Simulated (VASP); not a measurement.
Set up this calculation in VASP 6.6.1, as the native input.

* Task: single point
* Functional: LDA
* Potentials or basis: VASP PAW LDA potentials, release 64 (Rb_sv)
* Cutoff: 520 eV
* k mesh: 6 × 6 × 8
* Occupations: fermi-dirac, width 0.1 eV
* Spin: no spin polarisation
* Dipole correction: no
* Further INCAR settings: ALGO = Fast; EDIFF = 1e-07; NBANDS = 20

The structure of Rb lies in POSCAR:

```
Rb
1.0
    7.5802670018      0.0000000000      0.0000000000
   -3.7901335009      6.5647037910      0.0000000000
    0.0000000000      0.0000000000      4.5305067846
Rb
3
Direct
    1.0000000000      1.0000000000      0.0000000000
    0.3333333333      0.6666666667      0.5000000000
    0.6666666667      0.3333333333      0.5000000000
```

This isn't the form of Rb at room conditions, which is bcc.

One way to write it, as run:

INCAR

```
SYSTEM = Rb
ALGO = Fast
EDIFF = 1E-7
ENCUT = 520
ISIF = 2
ISMEAR = -1
LASPH = .TRUE.
LCHARG = .TRUE.
LELF = .TRUE.
LREAL = .FALSE.
LVHAR = .TRUE.
LWAVE = .FALSE.
NBANDS = 20
NELM = 80
PREC = Accurate
SIGMA = 0.1
```

KPOINTS

```
k-points
0
G
  6 6 8
  0 0 0
```

Potentials or basis: VASP PAW LDA potentials, release 64 (Rb_sv).

Command:

```bash
$ cat potpaw_LDA.64/Rb_sv/POTCAR > POTCAR
$ mpirun -np 1 vasp_std > vasp.out
```

It gave:

```yaml
Pressure: 0.1 GPa
Band_gap_on_the_k_mesh: none (metal or under the smearing width)
```

Wall time 2 min on 1 thread of Intel(R) Xeon(R) 6975P-C (Granite Rapids), on a shared host, peak memory 0.29 GiB.
